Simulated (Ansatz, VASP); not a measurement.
# CdSe (Cadmoselite) in two plane-wave programs, part 2 of 2

Aim: how closely do two programs agree when they are given the same cell, functional and k mesh?

VASP 6.6.1 and Ansatz 0.2.0.

So far: Starting point; Ansatz: band structure, HSE06, spin-orbit coupling.

## (3) VASP: band structure, HSE06, spin-orbit coupling

Level of this step: HSE06, spin-orbit coupling; plane waves and PAW (Cd, Se) (VASP).

The same cell, functional, mesh and smearing now go to VASP, with its own data sets and cutoff.

Lines of VASP's logs that name or quote its potential files are left out, and so is its time.

The run reads the wave functions of an earlier VASP run, which isn't shown here.

Input file INCAR:

```
SYSTEM = CdSe
PREC = Accurate
ENCUT = 400
EDIFF = 1E-06
NELM = 100
ISMEAR = 0
SIGMA = 0.02
LREAL = .FALSE.
ALGO = Normal
LHFCALC = .TRUE.
AEXX = 0.25
GGA = PE
HFSCREEN = 0.2
LASPH = .TRUE.
LNONCOLLINEAR = .TRUE.
MAGMOM = 0 0 0 0 0 0 0 0 0 0 0 0
NBANDS = 48
GGA_COMPAT = .FALSE.
LSORBIT = .TRUE.
PRECFOCK = Fast
LORBIT = 11
LWAVE = .FALSE.
LCHARG = .FALSE.
KPAR = 4
```

Input file POSCAR:

```
CdSe
1.0
    4.2990000000      0.0000000000      0.0000000000
   -2.1495000000      3.7230432109      0.0000000000
    0.0000000000      0.0000000000      7.0100000000
Cd Se
2 2
Direct
    0.3333333333      0.6666666667      0.0000000000
    0.6666666667      0.3333333333      0.5000000000
    0.3333333333      0.6666666667      0.3767900000
    0.6666666667      0.3333333333      0.8767900000
```

Input file KPOINTS:

```
Automatic mesh
0
Gamma
4 4 2
0 0 0
```

Input file KPOINTS_OPT:

```
Line mode
6
Line-mode
Reciprocal
  0.00000000   0.00000000   0.00000000 GAMMA
  0.50000000   0.00000000   0.00000000 M

  0.50000000   0.00000000   0.00000000 M
  0.33333333   0.33333333   0.00000000 K

  0.33333333   0.33333333   0.00000000 K
  0.00000000   0.00000000   0.00000000 GAMMA

  0.00000000   0.00000000   0.00000000 GAMMA
  0.00000000   0.00000000   0.50000000 A

  0.00000000   0.00000000   0.50000000 A
  0.50000000   0.00000000   0.50000000 L

  0.50000000   0.00000000   0.50000000 L
  0.33333333   0.33333333   0.50000000 H

  0.33333333   0.33333333   0.50000000 H
  0.00000000   0.00000000   0.50000000 A

  0.50000000   0.00000000   0.50000000 L
  0.50000000   0.00000000   0.00000000 M

  0.33333333   0.33333333   0.00000000 K
  0.33333333   0.33333333   0.50000000 H
```

PAW data sets: Cd and Se (PBE family, release 64).

On the command line:

```console
> mpirun -np 8 vasp_ncl
```

Numbers of over 12 decimals in the logs are rounded to 6 here.

Output:

```text
[banner, memory and clock lines left out]
running    8 mpi-ranks, on    1 nodes
 distrk:  each k-point on    2 cores,    4 groups
 distr:  one band on    1 cores,    2 groups

 POSCAR found type information on POSCAR CdSe
 POSCAR found :  2 types and       4 ions
|                                                                             |
|           W    W    AA    RRRRR   N    N  II  N    N   GGGG   !!!           |
|           W    W   A  A   R    R  NN   N  II  NN   N  G    G  !!!           |
|           W    W  A    A  R    R  N N  N  II  N N  N  G       !!!           |
|           W WW W  AAAAAA  RRRRR   N  N N  II  N  N N  G  GGG   !            |
|           WW  WW  A    A  R   R   N   NN  II  N   NN  G    G                |
|           W    W  A    A  R    R  N    N  II  N    N   GGGG   !!!           |
|                                                                             |
|     For optimal performance we recommend to set                             |
|       NCORE = 2 up to number-of-cores-per-socket                            |
|     NCORE specifies how many cores store one orbital (NPAR=cpu/NCORE).      |
|     This setting can greatly improve the performance of VASP for DFT.       |
|     The default, NCORE=1 might be grossly inefficient on modern             |
|     multi-core architectures or massively parallel machines. Do your        |
|     Unfortunately you need to use the default for GW and RPA                |
|     calculations (for HF NCORE is supported but not extensively tested      |
|     yet).                                                                   |
|                                                                             |

 LDA part: xc-table for (Slater+PW92), standard interpolation
 found WAVECAR, reading the header
 POSCAR, INCAR and KPOINTS ok, starting setup
 FFT: planning ... GRIDC
 FFT: planning ... GRID_SOFT
 FFT: planning ... GRID
 reading WAVECAR
 the WAVECAR file was read successfully
 initial charge from wavefunction
 entering main loop
       N       E                     dE             d eps       ncg     rms          rms(c)
DAV:   1    -0.137510156893E+02   -0.13751E+02   -0.98861E-01   776   0.804E+00    0.300E+00
DAV:   2    -0.137612140740E+02   -0.10198E-01   -0.93433E-02   832   0.319E+00    0.177E+00
DAV:   3    -0.137585689300E+02    0.26451E-02   -0.66062E-03   848   0.825E-01    0.108E+00
DAV:   4    -0.137578385418E+02    0.73039E-03   -0.83268E-04   872   0.246E-01    0.639E-01
DAV:   5    -0.137576457140E+02    0.19283E-03   -0.18883E-04   856   0.903E-02    0.374E-01
DAV:   6    -0.137575893412E+02    0.56373E-04   -0.35454E-05   856   0.414E-02    0.216E-01
DAV:   7    -0.137575691460E+02    0.20195E-04   -0.67234E-06   864   0.197E-02    0.124E-01
DAV:   8    -0.137575623934E+02    0.67527E-05   -0.29805E-06   720   0.123E-02    0.709E-02
DAV:   9    -0.137575604458E+02    0.19476E-05   -0.12138E-06   656   0.751E-03    0.405E-02
DAV:  10    -0.137575599897E+02    0.45609E-06   -0.44378E-07   544   0.461E-03
   1 F= -.13757560E+02 E0= -.13757560E+02  d E =-.150888E-17  mag=     0.0000     0.0000    -0.0000
 Start KPOINTS_OPT (optional k-point list driver)
k-point batch [1-8\54]
       N       E                     dE             ncg
DAV:   1     0.374618250070E+03   -0.37080E+04      768
DAV:   2    -0.177038217936E+04   -0.21450E+04      856
DAV:   3    -0.192961683818E+04   -0.15923E+03      880
DAV:   4    -0.193357092184E+04   -0.39541E+01      840
DAV:   5    -0.193361268327E+04   -0.41761E-01      856
DAV:   6    -0.193361328265E+04   -0.59938E-03      840
DAV:   7    -0.193361329305E+04   -0.10405E-04      720
DAV:   8    -0.193361329332E+04   -0.26805E-06      584
[...]
k-point batch [49-54\54]
       N       E                     dE             ncg
DAV:   1     0.205260085420E+04   -0.56610E+04      576
DAV:   2     0.476563505121E+03   -0.15760E+04      624
DAV:   3     0.366576599842E+03   -0.10999E+03      680
DAV:   4     0.364054038843E+03   -0.25226E+01      648
DAV:   5     0.364032785730E+03   -0.21253E-01      656
DAV:   6     0.364032589499E+03   -0.19623E-03      640
DAV:   7     0.364032587600E+03   -0.18993E-05      528
DAV:   8     0.364032587568E+03   -0.31601E-07      448
```

From OUTCAR (step 3):

```text
ion  position               nearest neighbor table
   1  0.333  0.667  0.000-   4 2.63   4 2.63   4 2.63   3 2.64
   2  0.667  0.333  0.500-   3 2.63   3 2.63   3 2.63   4 2.64
   3  0.333  0.667  0.377-   2 2.63   2 2.63   2 2.63   1 2.64
   4  0.667  0.333  0.877-   1 2.63   1 2.63   1 2.63   2 2.64

  LATTYP: Found a hexagonal cell.
 ALAT       =     4.2990000000
 C/A-ratio  =     1.6306117702

 Subroutine GETGRP returns: Found 12 space group operations
 (whereof  6 operations were pure point group operations)

The static configuration has the point symmetry C_3v.
 The point group associated with its full space group is C_6v.

 Found      8 irreducible k-points:

   k-points           NKPTS =      8   k-points in BZ     NKDIM =     32   number of bands    NBANDS=     48

   dimension x,y,z NGX =    28 NGY =   28 NGZ =   48
   dimension x,y,z NGXF=    56 NGYF=   56 NGZF=   96

   ENCUT  =  400.0 eV  29.40 Ry    5.42 a.u.   7.01  7.01 11.43*2*pi/ulx,y,z

   NELECT =      36.0000    total number of electrons

 k-points in reciprocal lattice and weights: Automatic mesh
   0.00000000  0.00000000  0.00000000       0.031
   0.25000000  0.00000000  0.00000000       0.188
   0.50000000  0.00000000  0.00000000       0.094
   0.25000000  0.25000000  0.00000000       0.188
   0.00000000  0.00000000  0.50000000       0.031
   0.25000000  0.00000000  0.50000000       0.188
   0.50000000  0.00000000  0.50000000       0.094
   0.25000000  0.25000000  0.50000000       0.188

  exchange ACFDT corr.  =         0.00000000  see jH, gK, PRB 81, 115126

 average (electrostatic) potential at core
       1 -33.5177       2 -33.5177       3 -52.6766       4 -52.6766

 E-fermi :   0.6079

 k-point     1 :       0.0000    0.0000    0.0000
  band No.  band energies     occupation
    ...
     32       0.0784      1.00000
     33       0.4710      1.00000
     34       0.4710      1.00000
     35       0.4929      1.00000
     36       0.4929      1.00000
     37       2.0157      0.00000
     38       2.0157      0.00000
     39       3.5624      0.00000
     40       3.5624      0.00000
     41       7.0858      0.00000
    ...

 k-point     2 :       0.2500    0.0000    0.0000
  band No.  band energies     occupation
    ...
     32      -1.1010      1.00000
     33      -0.2489      1.00000
     34      -0.2417      1.00000
     35       0.0033      1.00000
     36       0.0279      1.00000
     37       3.9501      0.00000
     38       3.9591      0.00000
     39       4.8439      0.00000
     40       4.8733      0.00000
     41       6.5223      0.00000
    ...

 k-point     3 :       0.5000    0.0000    0.0000
  band No.  band energies     occupation
    ...
     32      -1.6395      1.00000
     33      -1.0688      1.00000
     34      -1.0688      1.00000
     35      -0.4426      1.00000
     36      -0.4426      1.00000
     37       4.5990      0.00000
     38       4.5990      0.00000
     39       4.6668      0.00000
     40       4.6668      0.00000
     41       6.0340      0.00000
    ...

  energy-cutoff  :      400.00
  volume of cell :      112.20
      direct lattice vectors                 reciprocal lattice vectors
     4.299000000  0.000000000  0.000000000     0.232612235  0.134298737  0.000000000
    -2.149500000  3.723043211  0.000000000     0.000000000  0.268597473  0.000000000
     0.000000000  0.000000000  7.010000000     0.000000000  0.000000000  0.142653352

 POSITION                                       TOTAL-FORCE (eV/Angst)
 -----------------------------------------------------------------------------------
     -0.00000      2.48203      0.00000        -0.000000     -0.000000      0.045184
      2.14950      1.24101      3.50500        -0.000000      0.000000      0.045184
     -0.00000      2.48203      2.64130         0.000000     -0.000000     -0.045184
      2.14950      1.24101      6.14630        -0.000000      0.000000     -0.045184
 -----------------------------------------------------------------------------------
    total drift:                                0.000000     -0.000000     -0.000262

  FREE ENERGIE OF THE ION-ELECTRON SYSTEM (eV)
  ---------------------------------------------------
  free  energy   TOTEN  =       -13.7575599897 eV

  energy  without entropy=      -13.7575599897  energy(sigma->0) =      -13.75755999

 Spin-Orbit-Coupling matrix elements
 Ion:    1  E_soc:     -0.0553643
 Ion:    2  E_soc:     -0.0553643
 Ion:    3  E_soc:     -0.0370061
 Ion:    4  E_soc:     -0.0370061

 total charge
# of ion       s       p       d       tot
------------------------------------------
    1        0.413   0.313   9.595  10.322
    2        0.413   0.313   9.595  10.322
    3        1.447   2.468   0.020   3.935
    4        1.447   2.468   0.020   3.935
--------------------------------------------------
tot          3.721   5.563  19.231  28.514

 magnetization (x)
# of ion       s       p       d       tot
------------------------------------------
    1        0.000  -0.000   0.000  -0.000
    2        0.000   0.000   0.000   0.000
    3        0.000   0.000  -0.000   0.000
    4       -0.000  -0.000  -0.000  -0.000
--------------------------------------------------
tot         -0.000   0.000  -0.000   0.000

 magnetization (y)
# of ion       s       p       d       tot
------------------------------------------
    1        0.000   0.000  -0.000  -0.000
    2        0.000   0.000   0.000   0.000
    3        0.000   0.000   0.000   0.000
    4        0.000   0.000   0.000   0.000
--------------------------------------------------
tot          0.000   0.000  -0.000   0.000

 magnetization (z)
# of ion       s       p       d       tot
------------------------------------------
    1        0.000  -0.000   0.000   0.000
    2        0.000  -0.000  -0.000   0.000
    3        0.000   0.000   0.000   0.000
    4       -0.000   0.000   0.000   0.000
--------------------------------------------------
tot          0.000  -0.000   0.000   0.000

[... 3 further parts left out ...]
```

The k-mesh is coarse for exact exchange; levels may shift by about 0.1 eV on a finer one.

## (4) Side by side

Known differences besides the potentials themselves: spin-orbit coupling enters by fully relativistic files in Ansatz and inside the spheres in VASP; exact exchange at q = 0 is treated differently, which shows on coarse meshes; VASP keeps PBE cores, Ansatz makes them for the functional; the data sets hold 72 valence electrons in Ansatz (fully relativistic PAW (standard-fr) files) and 36 in VASP; the cutoff is 420 eV in Ansatz and 400 eV in VASP; VASP takes a coarser grid for exact exchange (PRECFOCK = Fast). Total energies have different zeros and are not compared.

Both answers:

```tsv
quantity	Ansatz	VASP	difference
gap over the path points (eV)	1.519	1.523	-0.004
```

Forces (eV/Å; atoms numbered as in POSCAR):

```tsv
atom	Ansatz x, y, z	VASP x, y, z
Cd1	0.000, 0.000, 0.044	0.000, 0.000, 0.045
Cd2	0.000, 0.000, 0.044	0.000, 0.000, 0.045
Se3	0.000, 0.000, -0.044	0.000, 0.000, -0.045
Se4	0.000, 0.000, -0.044	0.000, 0.000, -0.045
```

Levels at points of the path, from each program's valence-band top (eV; 8 filled, then empty):

```tsv
k (reciprocal lattice)	Ansatz	VASP
0.000 0.000 0.000	-0.83 -0.83 -0.42 -0.42 -0.02 -0.02 0.00 0.00 1.52 1.52 3.06 3.06 6.57 6.57	-0.83 -0.83 -0.41 -0.41 -0.02 -0.02 0.00 0.00 1.52 1.52 3.07 3.07 6.59 6.59
0.400 0.000 0.000	-3.12 -3.02 -2.05 -2.04 -1.34 -1.34 -0.86 -0.85 4.04 4.05 4.20 4.20 5.67 5.68	-3.11 -3.01 -2.04 -2.03 -1.34 -1.34 -0.86 -0.85 4.05 4.07 4.21 4.21 5.68 5.69
0.400 0.200 0.000	-3.16 -3.05 -2.54 -2.44 -1.85 -1.78 -1.62 -1.56 5.03 5.06 5.24 5.27 5.47 5.51	-3.15 -3.05 -2.53 -2.44 -1.85 -1.77 -1.62 -1.56 5.05 5.07 5.25 5.28 5.48 5.52
0.200 0.200 0.000	-2.99 -2.88 -2.32 -2.31 -1.24 -1.24 -1.00 -0.98 4.40 4.43 5.38 5.45 5.81 5.82	-2.98 -2.88 -2.32 -2.30 -1.23 -1.23 -1.00 -0.98 4.41 4.44 5.39 5.46 5.83 5.83
0.000 0.000 0.100	-0.81 -0.81 -0.56 -0.56 -0.17 -0.17 -0.02 -0.02 1.76 1.76 3.08 3.08 6.58 6.58	-0.81 -0.81 -0.55 -0.55 -0.17 -0.17 -0.02 -0.02 1.77 1.77 3.09 3.09 6.60 6.60
0.000 0.000 0.500	-0.70 -0.70 -0.70 -0.70 -0.43 -0.43 -0.43 -0.43 3.24 3.24 3.24 3.24 6.74 6.74	-0.69 -0.69 -0.69 -0.69 -0.43 -0.43 -0.43 -0.43 3.25 3.25 3.25 3.25 6.77 6.77
0.400 0.000 0.500	-1.68 -1.68 -1.66 -1.66 -1.45 -1.45 -1.45 -1.45 3.87 3.87 3.88 3.88 5.78 5.78	-1.67 -1.67 -1.65 -1.65 -1.45 -1.45 -1.45 -1.45 3.88 3.88 3.88 3.88 5.79 5.79
0.400 0.200 0.500	-2.48 -2.48 -2.40 -2.40 -1.41 -1.41 -1.33 -1.33 4.42 4.42 4.49 4.49 6.32 6.32	-2.48 -2.48 -2.39 -2.39 -1.40 -1.40 -1.33 -1.33 4.43 4.43 4.49 4.49 6.33 6.33
0.200 0.200 0.500	-1.94 -1.94 -1.84 -1.84 -1.53 -1.53 -1.42 -1.42 4.61 4.61 4.68 4.68 6.06 6.06	-1.93 -1.93 -1.84 -1.84 -1.52 -1.52 -1.42 -1.42 4.62 4.62 4.69 4.69 6.07 6.07
0.500 0.000 0.400	-1.94 -1.94 -1.74 -1.74 -1.49 -1.49 -1.29 -1.29 3.57 3.57 4.02 4.02 5.65 5.65	-1.93 -1.93 -1.74 -1.74 -1.48 -1.48 -1.29 -1.29 3.58 3.58 4.03 4.03 5.66 5.66
```

The forces differ by 0.9 meV/Å r.m.s., which is 3.4 % of the r.m.s. force of 0.03 eV/Å (both taken over all components). Among the levels compared at these points, filled levels agree within 9 meV and empty ones within 28 meV.

## (5) Summary of results

```yaml
difference_in_gap_over_the_path_points_band_structure_hse06_spin_orbit_coupling: -0.0040 eV
```

**Reading.** The difference in gap over the path points is -0.0040 eV (band structure, HSE06, spin-orbit coupling), within the 0.08 eV picked in this series as the mark of a large difference. How closely two codes agree says nothing of how well the functional describes the real material.

[Lines on the potential files, build, host, timing and source positions are cut from VASP's logs without a mark.]

[Logs are printed without paths, hosts, clocks, repeated set-up lines and the standing remarks that a program may print on its own settings, such as how far it seeks lower states.]

[Hosts, paths, dates, database ids (printed as entryN), source tags and the programs' standing remarks are cut or masked in the printed files.]
